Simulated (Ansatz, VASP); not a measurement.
# One calculation of Cr, two programs

File INCAR:

```
PREC = Accurate
ENCUT = 520
EDIFF = 1E-7
ISMEAR = 0
SIGMA = 0.1
LREAL = False
LASPH = True
NELM = 150
ALGO = Normal
ISIF = 2
LWAVE = False
LCHARG = False
ISPIN = 2
MAGMOM = 3 3 3
LORBIT = 11
LMAXMIX = 4
GGA = PE
NBANDS = 29
```

File KPOINTS:

```
Automatic mesh
0
Gamma
  6 6 6
```

The input POSCAR:

```
Cr
1.0
    4.4123933397      0.0000000000      0.0000000000
   -2.2061966698      3.8212447236      0.0000000000
    0.0000000000      0.0000000000      2.7049889604
Cr
3
Direct
    0.0000000000      0.0000000000      0.0000000000
    0.3333333333      0.6666666667      0.5000000000
    0.6666666667      0.3333333333      0.5000000000
```

Input for Ansatz:

```yaml
crystal:
  lattice:
    - [4.4123933397, 0.0, 0.0]
    - [-2.2061966698, 3.8212447236, 0.0]
    - [0.0, 0.0, 2.7049889604]
  atoms:
    - { symbol: Cr, position: [0.0, 0.0, 0.0], spin: 3.0 }
    - { symbol: Cr, position: [0.3333333333, 0.6666666667, 0.5], spin: 3.0 }
    - { symbol: Cr, position: [0.6666666667, 0.3333333333, 0.5], spin: 3.0 }
basis:
  ecutwfc: 420
kpoints:
  mp_grid: { grid: [6, 6, 6] }
hamiltonian:
  xc: pbe
scf:
  occupations: { method: gaussian, width: 0.1 }
  lower_state_search: "off"
output:
  forces: true
  stress: true
  eigenvalues: true
  populations: true
magnetization:
  spin_polarized: true
```

Alike in both runs: task single point; functional PBE; k mesh 6 × 6 × 6; occupations gaussian, width 0.1 eV; collinear spin.

|  | VASP | Ansatz |
| --- | --- | --- |
| version | VASP 6.6.1 | Ansatz 0.2.0 |
| potentials or method | VASP PAW PBE potentials, release 64 (Cr_pv) | scalar-relativistic, plane waves, PAW |
| plane-wave cutoff (eV) | 520 | 420 |
| valence electrons in the cell | 36 | 42 |

|  | VASP | Ansatz | Ansatz less VASP |
| --- | --- | --- | --- |
| gap on the k mesh at the Fermi level (eV) | none | none | - |
| net moment per atom (μB) | 0.79 | 1.19 | +0.399 |
| size of the moment on the site where the two differ most (μB) | 0.10 | 2.50 | +2.405 |

The net moments differ so much that the two runs ended in different magnetic states, which moves the other rows too. Site moments also hang on the region over which each program counts them. A gap of «none» marks a metal or a gap that the smearing closes. The two sets of potentials don't hold the same shells in valence.

Caveats: the k mesh is coarse (spacing up to 0.39 Å⁻¹), so the values aren't converged.
